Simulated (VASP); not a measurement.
The system is InAs.

```
In As
1.0
     0.00000    3.01800    3.01800
     3.01800    0.00000    3.01800
     3.01800    3.01800    0.00000
In As
1 1
Direct
  0.00000 0.00000 0.00000
  0.75000 0.75000 0.75000
```

Base run:

* Program: VASP 6.6.1
* Functional: TPSS
* Potentials or basis: VASP PAW PBE potentials, release 64 (In_d, As)
* Cutoff: 520 eV
* k mesh: 8 × 8 × 8
* Occupations: fermi-dirac, width 0.05 eV
* Spin: no spin polarisation

Its results: pressure 3.6 GPa.

Task: The run is repeated on the same cell with these changes: functional from TPSS to MS2; further incar settings from ALGO = Normal; EDIFF = 1e-06; NBANDS = 16 to ALGO = Normal; EDIFF = 1e-07; NBANDS = 16. What comes out?

Result: Pressure 1.9 GPa.

Caveats: the PAW data sets were made with another functional, which shifts forces and pressure a little.
